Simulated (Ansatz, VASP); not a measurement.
AlN in VASP and in Ansatz

```
Al N
1.0
     0.00000    1.96472    1.96472
     1.96472    0.00000    1.96472
     1.96472    1.96472    0.00000
Al N
1 1
Direct
  0.00000 0.00000 0.00000
  0.50000 0.50000 0.50000
```

Change from the starting cell: volume scaled by 0.98, PAW files.

Alike in both runs: task electric field gradients; functional PBE; k mesh 10 × 10 × 10; occupations fermi-dirac, width 0.02 eV; no spin polarisation.

|  | VASP | Ansatz |
| --- | --- | --- |
| version | VASP 6.6.1 | Ansatz 0.2.0 |
| potentials or method | VASP PAW PBE potentials, release 64 (Al, N) | PAW with Ansatz's default frozen-core files, scalar-relativistic |
| plane-wave cutoff (eV) | 520 | 420 |
| valence electrons in the cell | 8 | 8 |

|  | VASP | Ansatz | Ansatz less VASP |
| --- | --- | --- | --- |
| gap on the k mesh at the Fermi level (eV) | 5.15 | 5.13 | -0.013 |
| pressure (GPa) | 32.5 | 32.9 | +0.34 |
| Vzz of the field gradient on the site that differs most (V/Å²) | 0.0 | 0.0 | 0.00 |

Caveats: so large a pressure means that the cell lies far from this level's equilibrium, or that cutoff or potentials fall short (VASP). A k mesh can miss the band edges.
